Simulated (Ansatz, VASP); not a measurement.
Given: the input of a run of VASP 6.6.1 on Ge.

File INCAR:

```
SYSTEM = Ge
ALGO = Normal
EDIFF = 1E-7
ENCUT = 520
GGA = PE
ISIF = 2
ISMEAR = 0
LASPH = .True.
LCHARG = .False.
LREAL = .False.
LWAVE = .False.
NBANDS = 21
NELM = 100
PREC = Accurate
SIGMA = 0.013000000000000001
```

Contents of KPOINTS:

```
k-points
0
Gamma
  8 8 8
  0 0 0
```

Contents of POSCAR:

```
Ge
1.0
    0.0000000000      2.8289100000      2.8289100000
    2.8289100000      0.0000000000      2.8289100000
    2.8289100000      2.8289100000      0.0000000000
Ge
2
Direct
    0.7500000000      0.7500000000      0.7500000000
    0.5000000000      0.5000000000      0.5000000000
```

Potentials or basis: VASP PAW PBE potentials, release 64 (Ge_d).

Run with:

```console
$ cat potpaw_PBE.64/Ge_d/POTCAR > POTCAR
$ mpirun -np 1 vasp_std > vasp.out
```

Problem. Translate it to Ansatz 0.2.0. Potentials there: all-electron LAPW, scalar-relativistic.

Solution. As run (the cutoff follows the program's own potentials):

input.yaml

```yaml
crystal:
  lattice:
    - [0.0, 2.82891, 2.82891]
    - [2.82891, 0.0, 2.82891]
    - [2.82891, 2.82891, 0.0]
  atoms:
    - { symbol: Ge, position: [0.75, 0.75, 0.75] }
    - { symbol: Ge, position: [0.5, 0.5, 0.5] }
kpoints:
  mp_grid: { grid: [8, 8, 8] }
scf:
  occupations: { method: gaussian, width: 0.013 }
hamiltonian:
  xc: pbe
  pseudopotentials: { kind: all_electron, lapw: { basis_error: 0.001 } }
output:
  forces: true
  stress: true
  eigenvalues: true
```

Potentials or basis: all-electron LAPW, scalar-relativistic.

The run is started by

```console
$ ansatz run input.yaml --threads 1 --pin off --max-ram 3072MiB --backend cpu --events-out ev --progress --plain --runs-dir out
```

Both were run:

|  | VASP | Ansatz | Ansatz less VASP |
| --- | --- | --- | --- |
| gap on the k mesh at the Fermi level (eV) | 0.03 | 0.04 | +0.001 |
| least direct gap on the mesh (eV) | 0.03 | 0.04 | +0.001 |
| pressure (GPa) | 3.5 | 3.6 | +0.06 |

Ansatz ran all-electron here, so the differences hold the error of VASP's frozen core and of both bases.
